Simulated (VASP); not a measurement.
# KF in VASP: one cell, several levels of theory

Aim: gap, levels, forces and stress of KF in the rocksalt structure, under -4.0 % strain along [111] alone at fixed geometry. Runs: PBE, r2SCAN.

Program: VASP 6.6.1. PAW datasets, plane waves. Spin-unpolarised throughout; all numbers are computed.

## Step 1: The system as given

The cell comes from an earlier relaxation with r2SCAN in another program, then strained, with the atoms relaxed again.

The symmetry is R-3m (No. 166, trigonal); a = 3.760 Å, c = 8.842 Å in the conventional setting, 18.05 Å³ an atom. Around K lie 6 F at 2.62 Å; around F lie 6 K at 2.62 Å.

Structure file:

```cif
data_structure
_symmetry_space_group_name_H-M 'P 1'
_symmetry_Int_Tables_number 1
_cell_length_a 3.6607
_cell_length_b 3.6607
_cell_length_c 3.6607
_cell_angle_alpha 61.808
_cell_angle_beta 61.808
_cell_angle_gamma 61.808
_cell_volume 36.09
loop_
_atom_site_label
_atom_site_type_symbol
_atom_site_fract_x
_atom_site_fract_y
_atom_site_fract_z
_atom_site_occupancy
K1 K 0.00000 0.00000 0.00000 1
F1 F 0.50000 0.50000 0.50000 1
```

## Step 2: PBE

File INCAR:

```
ENCUT = 520.000000
SIGMA = 0.020000
EDIFF = 1.00e-07
GGA = PE
PREC = Accurate
IBRION = -1
ISIF = 2
ISMEAR = -1
NBANDS = 15
NELM = 120
NSW = 0
LASPH = .TRUE.
LCHARG = .TRUE.
LELF = .TRUE.
LWAVE = .FALSE.
LREAL = .FALSE.
```

File KPOINTS:

```
KPOINTS created by Atomic Simulation Environment
0
Gamma
8 8 8
0 0 0
```

File KPOINTS_OPT:

```
special points
6
Reciprocal
0.0000000000 0.0000000000 0.0000000000 1
0.5000000000 0.0000000000 0.5000000000 1
0.6250000000 0.2500000000 0.6250000000 1
0.3750000000 0.3750000000 0.7500000000 1
0.5000000000 0.5000000000 0.5000000000 1
0.5000000000 0.2500000000 0.7500000000 1
```

File POSCAR:

```
K  F
 1.0000000000000000
    -0.0709056152000000    2.5880549558000001    2.5880549558000001
     2.5880549558000001   -0.0709056152000000    2.5880549558000001
     2.5880549558000001    2.5880549558000001   -0.0709056152000000
 K   F
   1   1
Cartesian
  0.0000000000000000  0.0000000000000000  0.0000000000000000
  2.5526021482000001  2.5526021482000001  2.5526021482000001
```

The run uses the recommended PBE PAW datasets (16 valence electrons a neutral cell).

The run is started by

```console
$ mpirun -np 1 vasp_std
```

## Step 3: r2SCAN

File INCAR:

```
ENCUT = 520.000000
SIGMA = 0.010000
EDIFF = 1.00e-07
ALGO = Normal
METAGGA = R2SCAN
PREC = Accurate
IBRION = -1
ISIF = 2
ISMEAR = 0
NBANDS = 15
NELM = 120
NSW = 0
LASPH = .TRUE.
LCHARG = .TRUE.
LELF = .TRUE.
LWAVE = .FALSE.
LREAL = .FALSE.
```

KPOINTS is that of step 2.

KPOINTS_OPT is that of step 2.

POSCAR is that of step 2.

**Question.** What will these runs give? Wanted: for each run, gap; pressure.

The runs gave:

```
 level  gap (eV)  pressure (GPa)
   PBE      6.43            3.67
r2SCAN      7.11            1.57
```

**Reading.** The gap spans 6.43 eV (PBE) to 7.11 eV (r2SCAN). The pressure is highest with PBE (3.7 GPa) and lowest with r2SCAN (1.6 GPa), which orders the cells that they would relax to.
